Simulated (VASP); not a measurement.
# MgI2 (P-3m1) in VASP: a series of runs

Runs on MgI2. Level: PBE+D3(BJ). Tasks: single point, relaxation of cell and atoms.

All numbers are computed with VASP 6.6.1; they aren't measurements. Logs are shortened: lines on timing, memory, paths and dates and some standing lists are left out, and cuts for length are marked.

## 1. Starting point

It takes space group P-3m1 (No. 164, trigonal). The conventional cell has a = 4.125 Å, b = 4.125 Å, c = 6.835 Å, α = 90.00°, β = 90.00°, γ = 120.00°. Mg (site symmetry -3m) has 6 I at 2.91 Å as nearest neighbours. I (site symmetry 3m) is surrounded by 3 Mg at 2.91 Å.

The cell comes from a database or a generator and needn't be the stable form of this composition.

## 2. Single point, PBE+D3(BJ)

INCAR

```
  PREC = Accurate
  ENCUT = 520
  EDIFF = 1E-6
  ISMEAR = 0
  SIGMA = 0.02
  LREAL = False
  LASPH = True
  NELM = 100
  ALGO = Normal
  ISIF = 2
  LWAVE = False
  LCHARG = False
  GGA = PE
  IVDW = 12
  NBANDS = 15
```

KPOINTS

```
regular mesh
0
Gamma
  6 6 4
```

POSCAR

```
MgI2
1.0
    4.1251368790      0.0000000028      0.0000000000
   -2.0625684419      3.5724733299      0.0000000000
    0.0000000000      0.0000000000      6.8349636462
Mg I
1 2
Direct
    0.0000000000      0.0000000000      0.0000000000
    0.3333333333      0.6666666667      0.2453397721
    0.6666666667      0.3333333333      0.7546602279
```

Potentials or basis: VASP PAW PBE potentials, release 64 (Mg, I).

Started as:

```console
$ cat potpaw_PBE.64/Mg/POTCAR potpaw_PBE.64/I/POTCAR > POTCAR
$ mpirun -np 1 vasp_std > vasp.out
```

OUTCAR:

```text
PREC = Accurate
   ENCUT = 520
   EDIFF = 1E-6
   ISMEAR = 0
   LREAL = False
   LASPH = True
   NELM = 100
   ISIF = 2
   GGA = PE
   IVDW = 12
 IVDW          = 12

 ion  position               nearest neighbor table
   1  0.000  0.000  0.000-   2 2.91   3 2.91   2 2.91   3 2.91   3 2.91   2 2.91
   2  0.333  0.667  0.245-   1 2.91   1 2.91   1 2.91
   3  0.667  0.333  0.755-   1 2.91   1 2.91   1 2.91

  LATTYP: Found a hexagonal cell.
 ALAT       =     4.1251368790
 C/A-ratio  =     1.6569059032

  Lattice vectors:

 A1 = (   4.1251368790,   0.0000000028,   0.0000000000)
 A2 = (  -2.0625684419,   3.5724733299,   0.0000000000)
 A3 = (   0.0000000000,   0.0000000000,   6.8349636462)

Analysis of symmetry for initial positions (statically):
=====================================================================
 Subroutine PRICEL returns:
 Original cell was already a primitive cell.

 Routine SETGRP: Setting up the symmetry group for a
 hexagonal supercell.

 Subroutine GETGRP returns: Found 12 space group operations
 (whereof 12 operations were pure point group operations)
 out of a pool of 24 trial point group operations.

The static configuration has the point symmetry D_3d.

Analysis of symmetry for dynamics (positions and initial velocities):
=====================================================================
 Subroutine PRICEL returns:
 Original cell was already a primitive cell.

 Routine SETGRP: Setting up the symmetry group for a
 hexagonal supercell.

 Subroutine GETGRP returns: Found 12 space group operations
 (whereof 12 operations were pure point group operations)
 out of a pool of 24 trial point group operations.

The dynamic configuration has the point symmetry D_3d.

 Subroutine INISYM returns: Found 12 space group operations
 (whereof 12 operations are pure point group operations),
 and found     1 'primitive' translations

----------------------------------------------------------------------------------------

                                     Primitive cell

  volume of cell :     100.7265

  direct lattice vectors                    reciprocal lattice vectors
     4.125136879  0.000000003  0.000000000     0.242416198  0.139959058  0.000000000
    -2.062568442  3.572473330  0.000000000    -0.000000000  0.279918115  0.000000000
     0.000000000  0.000000000  6.834963646     0.000000000  0.000000000  0.146306557

  length of vectors
     4.125136879  4.125136879  6.834963646     0.279918115  0.279918115  0.146306557

  position of ions in fractional coordinates (direct lattice)
     0.000000000  0.000000000  0.000000000
     0.333333333  0.666666667  0.245339772
     0.666666667  0.333333333  0.754660228

  ion indices of the primitive-cell ions
   primitive index   ion index
                 1           1
                 2           2
                 3           3

----------------------------------------------------------------------------------------

 KPOINTS: regular mesh

Automatic generation of k-mesh.
 Grid dimensions read from file:
 generate k-points for:    6    6    4

 Generating k-lattice:

  Cartesian coordinates                     Fractional coordinates (reciprocal lattice)
     0.040402700  0.023326510  0.000000000     0.166666667 -0.000000000  0.000000000
    -0.000000000  0.046653019  0.000000000     0.000000000  0.166666667  0.000000000
     0.000000000  0.000000000  0.036576639     0.000000000  0.000000000  0.250000000

  Length of vectors
     0.046653019  0.046653019  0.036576639

  Shift w.r.t. Gamma in fractional coordinates (k-lattice)
     0.000000000  0.000000000  0.000000000

 Subroutine IBZKPT returns following result:
 ===========================================

 Found     24 irreducible k-points:

 Following reciprocal coordinates:
            Coordinates               Weight
  0.000000  0.000000  0.000000      1.000000
  0.166667  0.000000  0.000000      6.000000
  0.333333  0.000000  0.000000      6.000000
  0.500000 -0.000000  0.000000      3.000000
  0.166667  0.166667  0.000000      6.000000
  0.333333  0.166667  0.000000     12.000000
[... 16 lines left out ...]
  0.333333  0.166667  0.500000     12.000000
  0.333333  0.333333  0.500000      2.000000
   k-points           NKPTS =     24   k-points in BZ     NKDIM =     24   number of bands    NBANDS=     15
   number of dos      NEDOS =    301   number of ions     NIONS =      3
   total plane-waves  NPLWV =  55296
   dimension x,y,z NGX =    32 NGY =   32 NGZ =   54
   dimension x,y,z NGXF=    64 NGYF=   64 NGZF=  108
   ions per type =               1   2
   NGX,Y,Z   is equivalent  to a cutoff of  12.90, 12.90, 13.13 a.u.
   NGXF,Y,Z  is equivalent  to a cutoff of  25.79, 25.79, 26.27 a.u.
 SYSTEM =  unknown system
   PREC   = accura    normal or accurate (medium, high low for compatibility)
   ISTART =      0    job   : 0-new  1-cont  2-samecut
   ICHARG =      2    charge: 1-file 2-atom 10-const
   ISPIN  =      1    spin polarized calculation?
   LNONCOLLINEAR =      F non collinear calculations
   LSORBIT =      F    spin-orbit coupling
   LASPH  =      T    aspherical Exc in radial PAW
   ENCUT  =  520.0 eV  38.22 Ry    6.18 a.u.   7.67  7.67 12.71*2*pi/ulx,y,z
   NELM   =    100;   NELMIN=  2; NELMDL= -5     # of ELM steps
   EDIFF  = 0.1E-05   stopping-criterion for ELM
   LREAL  =      F    real-space projection
   EDIFFG = 0.1E-04   stopping-criterion for IOM
   NSW    =      0    number of steps for IOM
   IBRION =     -1    ionic relax: 0-MD 1-quasi-New 2-CG
   NFREE  =      0    steps in history (QN), initial steepest desc. (CG)
   ISIF   =      2    stress and relaxation
   ISYM   =      2    0-nonsym 1-usesym 2-fastsym
   POTIM  = 0.5000    time-step for ionic-motion
   TEBEG  =    0.0;   TEEND  =   0.0 temperature during run
   PSTRESS=    0.0 pullay stress
   NELECT =      16.0000    total number of electrons
   NUPDOWN=      -1.0000    fix difference up-down
   EMIN   =  10.00;   EMAX   =-10.00  energy-range for DOS
   EFERMI =   0.00;   METHOD = LEGACY
   ISMEAR =     0;   SIGMA  =   0.02  broadening in eV -4-tet -1-fermi 0-gaus
   EFERMI_NEDOS =   21; number of points for ismear=-14 and -15
   IALGO  =     38    algorithm
   IMIX   =      4    mixing-type and parameters
     AMIX     =   0.40;   BMIX     =  1.00
     AMIX_MAG =   1.60;   BMIX_MAG =  1.00
  volume/ion in A,a.u.               =      33.58       226.58
  Fermi-wavevector in a.u.,A,eV,Ry     =   0.886612  1.675454 10.695281  0.786081
  Thomas-Fermi vector in A             =   2.007801
   LORBIT       =      0    0 simple, 1 ext, 2 COOP (PROOUT), +10 PAW based schemes
   GGA     = PE    functional components
   LHFCALC =     F    Hartree Fock is set to
   AEXX    =    0.0000 exact exchange contribution
   IVDW    =    12    specifies the selected vdW correction
   LEPSILON=     F    determine dielectric tensor
   LRPA    =     F    only Hartree local field effects (RPA)
 non-spin polarized calculation
 Gauss-broadening in eV      SIGMA  =   0.02
  energy-cutoff  :      520.00
  volume of cell :      100.73
 maximum number of plane-waves:      2743
 NGX is ok and might be reduce to    32
   NGX = 15   NGY = 15   NGZ = 25

 number of electron      16.0000000 magnetization

 Free energy of the ion-electron system (eV)
  ---------------------------------------------------
  ext. energy  EPLUGINS =         0.00000000
  ---------------------------------------------------
  free energy    TOTEN  =        -7.68069753 eV

  energy without entropy =       -7.68069753  energy(sigma->0) =       -7.68069753

 E-fermi :   2.6083     XC(G=0):  -8.2991

 val. band max:        2.4796755305   @ k =   0.0000   0.0000   0.0000
 cond. band min:       6.0022023121   @ k =   0.5000  -0.0000   0.2500
 fundamental gap:      3.5225267816
 Fermi energy:         2.6083393969

 k-point     1 :       0.0000    0.0000    0.0000
  band No.  band energies     occupation
      1      -9.6530      2.00000
      2      -8.9242      2.00000
      3      -1.1567      2.00000
      4       2.0473      2.00000
      5       2.0473      2.00000
      6       2.4353      2.00000
      7       2.4353      2.00000
      8       2.4797      2.00000
      9       6.2263      0.00000
     10       7.2848      0.00000
     11       9.2272      0.00000
     12       9.2272      0.00000
     13       9.9210      0.00000
     14      10.6597      0.00000
     15      10.6597      0.00000

 k-point     2 :       0.1667    0.0000    0.0000
  band No.  band energies     occupation
      1      -9.5062      2.00000
      2      -8.8480      2.00000
      3      -0.9522      2.00000
      4       1.0297      2.00000
      5       1.5461      2.00000
      6       1.7301      2.00000
      7       2.3732      2.00000
      8       2.3752      2.00000
      9       7.1061      0.00000
     10       7.9099      0.00000
     11       8.7164      0.00000
     12       9.5824      0.00000
     13       9.6694      0.00000
     14      10.4714      0.00000
     15      11.0501      0.00000

 k-point     3 :       0.3333    0.0000    0.0000
  band No.  band energies     occupation
      1      -9.1551      2.00000
      2      -8.7132      2.00000
      3      -0.7343      2.00000
      4      -0.1682      2.00000
      5       0.4531      2.00000
      6       1.2790      2.00000
      7       1.9772      2.00000
      8       2.1494      2.00000
      9       6.5580      0.00000
     10       7.9495      0.00000
     11       8.3427      0.00000
     12       9.5619      0.00000
     13      10.0593      0.00000
     14      11.2774      0.00000
     15      11.6311      0.00000

 k-point     4 :       0.5000   -0.0000    0.0000
  band No.  band energies     occupation
      1      -8.9091      2.00000
      2      -8.6921      2.00000
      3      -1.1683      2.00000
      4      -0.3820      2.00000
      5       0.5370      2.00000
      6       1.0948      2.00000
      7       1.5222      2.00000
      8       2.0300      2.00000
      9       6.1281      0.00000
     10       7.7987      0.00000
     11       7.9239      0.00000
     12       9.4065      0.00000
     13      10.4439      0.00000
     14      11.8969      0.00000
     15      12.3223      0.00000
[... 307 lines left out ...]
 k-point    22 :       0.1667    0.1667    0.5000
  band No.  band energies     occupation
      1      -9.1228      2.00000
      2      -8.8960      2.00000
      3      -0.5455      2.00000
      4       0.0744      2.00000
      5       0.9754      2.00000
      6       1.3907      2.00000
      7       1.7112      2.00000
      8       1.8129      2.00000
      9       7.1231      0.00000
     10       8.3927      0.00000
     11       9.1621      0.00000
     12       9.4298      0.00000
     13       9.7969      0.00000
     14      10.0541      0.00000
     15      11.1718      0.00000

 k-point    23 :       0.3333    0.1667    0.5000
  band No.  band energies     occupation
      1      -8.8539      2.00000
      2      -8.7500      2.00000
      3      -1.0013      2.00000
      4      -0.5490      2.00000
      5       0.5232      2.00000
      6       0.8884      2.00000
      7       1.7574      2.00000
      8       1.8721      2.00000
      9       6.7707      0.00000
     10       8.0189      0.00000
     11       8.6931      0.00000
     12       9.3745      0.00000
     13       9.6079      0.00000
     14      10.7235      0.00000
     15      11.7744      0.00000

 k-point    24 :       0.3333    0.3333    0.5000
  band No.  band energies     occupation
      1      -8.7296      2.00000
      2      -8.7296      2.00000
      3      -0.7146      2.00000
      4      -0.3457      2.00000
      5      -0.3457      2.00000
      6       0.1954      2.00000
      7       1.9167      2.00000
      8       1.9167      2.00000
      9       7.3022      0.00000
     10       8.1793      0.00000
     11       8.1793      0.00000
     12       9.7550      0.00000
     13      10.8718      0.00000
     14      11.1393      0.00000
     15      11.3627      0.00000

------------------------ aborting loop because EDIFF is reached ----------------------------------------

 Edisp (eV)   -0.94540

 E8    (eV) :    -0.4231

  FORCE on cell =-STRESS in cart. coord.  units (eV):
  Direction    XX          YY          ZZ          XY          YZ          ZX
  --------------------------------------------------------------------------------------
  -------------------------------------------------------------------------------------
  Total      -0.03863    -0.03863    -0.04154    -0.00000     0.00000    -0.00000
  in kB      -0.61443    -0.61443    -0.66078    -0.00000     0.00000    -0.00000
  external pressure =       -0.63 kB  Pullay stress =        0.00 kB

 VOLUME and BASIS-vectors are now :
 -----------------------------------------------------------------------------
  energy-cutoff  :      520.00
  volume of cell :      100.73
      direct lattice vectors                 reciprocal lattice vectors
     4.125136879  0.000000003  0.000000000     0.242416198  0.139959058  0.000000000
    -2.062568442  3.572473330  0.000000000    -0.000000000  0.279918115  0.000000000
     0.000000000  0.000000000  6.834963646     0.000000000  0.000000000  0.146306557

 POSITION                                       TOTAL-FORCE (eV/Angst)
 -----------------------------------------------------------------------------------
      0.00000      0.00000      0.00000         0.000000     -0.000000      0.000000
     -0.00000      2.38165      1.67689         0.000000     -0.000000     -0.008669
      2.06257      1.19082      5.15808        -0.000000      0.000000      0.008669
 -----------------------------------------------------------------------------------
    total drift:                                0.000000     -0.000000      0.000000

  FREE ENERGIE OF THE ION-ELECTRON SYSTEM (eV)
  ---------------------------------------------------
  free  energy   TOTEN  =        -8.6260996436 eV

  energy  without entropy=       -8.6260996436  energy(sigma->0) =       -8.62609964
```

Run time: 26 s. Hardware: 1 thread of AMD EPYC 7R13 (Zen 3), shared host; peak memory 0.2 GiB.

What came out:

| Quantity | Value |
| --- | --- |
| Free energy | -8.6261 eV |
| Pressure | -0.1 GPa |
| Largest force | 0.009 eV/Å |
| Band gap on the k mesh | 3.52 eV, indirect (least direct gap 3.75 eV) |
| Dispersion energy per atom | -0.315 eV |

Forces in eV/Å, atoms in the order of the input:
```
Mg   0.000  0.000  0.000
I    0.000  0.000 -0.009
I    0.000  0.000  0.009
```

Levels at points of the mesh, in eV from the valence-band top:
| k point | band 6 | band 7 | band 8 | band 9 | band 10 | band 11 |
| --- | --- | --- | --- | --- | --- | --- |
| (0.00, 0.00, 0.00) | -0.04 | -0.04 | 0.00 | 3.75 | 4.81 | 6.75 |
| (0.50, 0.00, 0.00) | -1.38 | -0.96 | -0.45 | 3.65 | 5.32 | 5.44 |
| (0.00, 0.00, 0.50) | -0.32 | -0.16 | -0.16 | 4.74 | 4.90 | 6.55 |
| (0.50, 0.00, 0.50) | -1.15 | -0.84 | -0.72 | 3.54 | 5.17 | 5.63 |

Caveat: spin-orbit coupling is left out, which moves the levels of the heavy elements.

(Continued in part 2 of 2.)
